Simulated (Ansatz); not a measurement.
# LiBr (Fm-3m): from the cell to its phonons, part 3 of 3

How does LiBr (Fm-3m) vibrate, and is this structure a minimum?

Ansatz 0.2.0; DFT LDA, scalar-relativistic, plane waves, PAW.

So far. Step 4 (Relaxing to small forces for the phonons): The forces vanish by symmetry and the pressure is -0.001 GPa, within the tolerances set. The cell now holds 18.72 Å³/atom. Step 5 (Modes at Γ): Before it was imposed, the acoustic sum rule was missed by 5.0e-5 eV/Å² and the charge sum rule by 2.7e-4 e. Small misses are needed for a sound result but don't prove that mesh and cutoff are converged. The lowest optical mode is real, 196 cm⁻¹. The relaxed cell has a = 5.310 Å (conventional setting).

## 6. Phonons on a q mesh (continued)

The partial phonon density of states has structure finer than the step of the table below, so its rows give means over 20 cm⁻¹, whole bins alone (the curve runs from -10 to 395 cm⁻¹). Peaks (cm⁻¹: height): Br 81.6: 0.0706, 117.3: 0.0592; Li 211.5: 0.136.

Phonopy on the run's constants, 19x19x19 mesh, Gaussian sigma 2.9 cm-1. Interpolated from a 4×4×4 q mesh. Table of partial phonon density of states by wavenumber; means over each step; values in 1/cm⁻¹/cell:

```csv
wavenumber (cm⁻¹),Br,Li
0,3.5e-5,5.5e-7
20,9.1e-4,7.0e-5
40,0.00429,2.7e-4
60,0.0157,7.2e-4
80,0.0550,0.00167
100,0.0328,0.00103
120,0.0357,0.00105
140,6.3e-4,5.2e-6
160,0,0
180,3.1e-6,5.2e-5
200,0.00201,0.0416
220,0.00219,0.0561
240,7.5e-5,0.00467
260,4.2e-5,0.00681
280,3.6e-5,0.00708
300,5.1e-5,0.00705
320,1.0e-4,0.00768
340,2.5e-4,0.00902
360,8.6e-5,0.00482
380,4.7e-7,3.4e-4
```

Second derivatives of the energy by pair, one row for each kind of neighbour of each atom listed. Each entry sums the pair over the periodic images of the supercell that the q mesh stands for, and in a polar crystal it holds the long-range dipole part too. Force constants by pair, by row:

```csv
atom,neighbour,distance (Å),third of the trace (eV/Å²),along the pair's line (eV/Å²)
Li1,itself,0,1.487,–
Li1,Br,2.655,-0.2215,-0.4232
Li1,Li,3.755,0.0202,-0.1894
Li1,Br,4.599,-0.0105,0.0728
Li1,Li,5.31,-0.0769,-0.2029
Li1,Br,5.937,0.0113,0.0693
Li1,Li,6.504,-0.0046,-0.041
Br2,itself,0,2.944,–
Br2,Li,2.655,-0.2215,-0.4232
Br2,Br,3.755,-0.1306,-0.5275
Br2,Li,4.599,-0.0105,0.0728
Br2,Br,5.31,-0.0074,-0.0648
Br2,Li,5.937,0.0113,0.0693
Br2,Br,6.504,-0.0064,-0.0375
```

Harmonic thermodynamic functions per atom, from the density of states. Interpolated from a 4×4×4 q mesh. Thermodynamic functions, by row:

```csv
T (K),F_vib (meV/atom),S (J/mol-atom/K),C_V (J/mol-atom/K)
0,30.76,0,0
50,30.12,4.173,8.115
100,25.79,12.49,15.97
200,5.5,25.8,21.77
300,-26.27,34.99,23.41
400,-66.23,41.83,24.05
500,-112.5,47.23,24.37
600,-163.8,51.69,24.54
700,-219.4,55.48,24.64
800,-278.7,58.78,24.71
900,-341.1,61.69,24.76
1000,-406.4,64.31,24.8
```

Harmonic mean-square displacement, third of the trace. Interpolated from a 4×4×4 q mesh. Mean square displacements, by row:

```csv
T (K),Li1 U_eq (Å²),Br2 U_eq (Å²)
0,0.0111,0.00246
100,0.0133,0.00505
300,0.02698,0.01384
600,0.05112,0.02743
```

Symmetry leaves 8 wavevectors to solve. The lowest mode among them, the acoustic zeros apart, lies at q = (0, 0, 0.25) and is real, 56.2 cm⁻¹.

## 7. Another isotope, element Br, natural mass 79.904 amu

An isotope changes the mass and not the force constants, so no new electronic calculation is needed; the shifts show which modes move this element.

The same force constants with the mass of Br changed from 79.904 to 80.916 u (phonopy, no LO-TO term). Both lists are sorted by frequency; levels can cross, so a row need not hold one and the same mode. Modes under 3 cm⁻¹ are left out. Isotope shifts, by row:

```csv
q,rank,natural mass (cm⁻¹),changed mass (cm⁻¹)
0 0 0,4,196,195.9
0 0 0,5,196,195.9
0 0 0,6,196,195.9
0 0 0.25,1,56.18,55.85
0 0 0.25,2,56.18,55.85
0 0 0.25,3,95.68,95.1
0 0 0.25,4,204.9,204.8
0 0 0.25,5,204.9,204.8
0 0 0.25,6,359.9,359.8
0 0 -0.5,1,76.63,76.15
0 0 -0.5,2,76.63,76.15
0 0 -0.5,3,130.8,130
0 0 -0.5,4,214.5,214.5
0 0 -0.5,5,214.5,214.5
0 0 -0.5,6,373.8,373.8
0 0.25 0.25,1,60.95,60.6
0 0.25 0.25,2,60.95,60.6
0 0.25 0.25,3,105.2,104.6
0 0.25 0.25,4,203,202.9
0 0.25 0.25,5,203,202.9
0 0.25 0.25,6,288.4,288.4
```

A mode of this element alone would shift by -0.63 %. The highest zone-centre frequency without the field goes from 196.0 to 195.9 cm⁻¹ (-0.1 %). The product of the frequency ratios over all optical modes at Γ is 0.998; the product rule, (m/m′)^(3k/2) (M′/M)^(3/2) with k = 1 such atoms and M the mass of the cell, gives 0.999.

## 8. Another isotope, element Li, natural mass 6.94 amu

The same for Li, from 6.94 to 6.02 u.

The same force constants with the mass of Li changed from 6.940 to 6.015 u (phonopy, no LO-TO term). Both lists are sorted by frequency; levels can cross, so a row need not hold one and the same mode. Modes under 3 cm⁻¹ are left out. Isotope shifts, by row:

```csv
q,rank,natural mass (cm⁻¹),changed mass (cm⁻¹)
0 0 0,4,196,209.4
0 0 0,5,196,209.4
0 0 0,6,196,209.4
0 0 0.25,1,56.18,56.32
0 0 0.25,2,56.18,56.32
0 0 0.25,3,95.68,95.9
0 0 0.25,4,204.9,219.5
0 0 0.25,5,204.9,219.5
0 0 0.25,6,359.9,385.6
0 0 -0.5,1,76.63,76.63
0 0 -0.5,2,76.63,76.63
0 0 -0.5,3,130.8,130.8
0 0 -0.5,4,214.5,230.4
0 0 -0.5,5,214.5,230.4
0 0 -0.5,6,373.8,401.5
0 0.25 0.25,1,60.95,61.24
0 0.25 0.25,2,60.95,61.24
0 0.25 0.25,3,105.2,105.4
0 0.25 0.25,4,203,217.1
0 0.25 0.25,5,203,217.1
0 0.25 0.25,6,288.4,309.3
```

A mode of this element alone would shift by +7.41 %. The highest zone-centre frequency without the field goes from 196.0 to 209.4 cm⁻¹ (+6.8 %). The product of the frequency ratios over all optical modes at Γ is 1.219; the product rule, (m/m′)^(3k/2) (M′/M)^(3/2) with k = 1 such atoms and M the mass of the cell, gives 1.220.

## 9. What came out

| Quantity | Value |
| --- | --- |
| space group after relaxation (within 0.01 Å) | Fm-3m |
| volume per atom | 18.7 Å³ |
| gap on the k-mesh | 5.15 eV |
| highest optical mode at the zone centre (no LO-TO term) | 196 cm⁻¹ |
| top of the zone-centre spectrum with the field | 347 cm⁻¹ |
| lowest optical zone-centre mode | 196 cm⁻¹ |
| mean high-frequency dielectric constant | 3.69 |
| mean static dielectric constant | 11.6 |
| largest Born charge (third of the trace) | 1.21 e |
| lowest mode on the q mesh (acoustic modes at Γ apart) | 56.2 cm⁻¹ |
| highest frequency on the path or at a solved wavevector | 374 cm⁻¹ |
| zero-point energy per atom | 30.8 meV |
| heat capacity at 300 K | 23.4 J/(mol atoms K) |
| vibrational entropy at 300 K | 35.0 J/(mol atoms K) |
| Debye temperature (second moment) | 344 K |
| imaginary modes on the 4×4×4 q mesh | none |

In words: The structure is a minimum as far as tested: no mode is imaginary at the 8 irreducible wavevectors of the 4×4×4 mesh, and the softest away from the acoustic zeros lies at 56 cm⁻¹. Without the field, the optical modes at Γ form one degenerate level at 196 cm⁻¹. The highest mode in this list at Γ, 196.0 cm⁻¹, is mostly motion of Li (92 % of the kinetic energy). With the macroscopic field of the longitudinal modes the top of the zone-centre spectrum lies at 347 cm⁻¹, against 196 cm⁻¹ without it. Lattice motion raises the mean dielectric constant from 3.690 to 11.56. The strongest infrared line is at 196 cm⁻¹. No mode is Raman active to first order. On the path and the mesh, the widest gap between branches runs from 131 to 194 cm⁻¹. These are harmonic frequencies at zero temperature: anharmonic shifts, linewidths and thermal expansion are left out.

[Logs are printed without paths, hosts, clocks, repeated set-up lines and the standing remarks that a program may print on its own settings, such as how far it seeks lower states.]

[Hosts, paths, dates, database ids (printed as entryN), source tags and the programs' standing remarks are cut or masked in the printed files.]
